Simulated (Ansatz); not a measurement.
MnS:

```
Mn S
1.0
     1.83000    1.05655    2.97092
    -1.83000    1.05655    2.97092
     0.00000   -2.11310    2.97092
Mn S
1 1
Direct
  0.00000 0.00000 0.00000
  0.50000 0.50000 0.50000
```

The cell is a database's computed one.

Base run:

```yaml
Program: Ansatz 0.2.0
Functional: PBE
Potentials_or_basis: Ansatz PAW
Cutoff: "420 eV (not typed: the program's choice for these potentials)"
k_mesh: 8 × 8 × 8
Occupations: fermi-dirac, width 0.05 eV
Spin: collinear spin, ferromagnetic start
Starting_moments: "[6.0, 0.0] μB"
Fixed_moment: 6 μB
```

Its results: pressure 15.5 GPa; site moments Mn +4.55; S +0.64 μB.

Question: The run is repeated on the same cell with these changes: fixed moment from 6 μB to 4 μB; moments at the start from [6.0, 0.0] to [4.0, 0.0]. What comes out?

Answer: Pressure -8.4 GPa; site moments Mn +3.74; S +0.02 μB.

Caveats: the total moment is fixed, so each spin has its own Fermi level; a cell with one magnetic atom can't hold antiferromagnetic order, which such compounds often take; the thresholds are loose for stress.
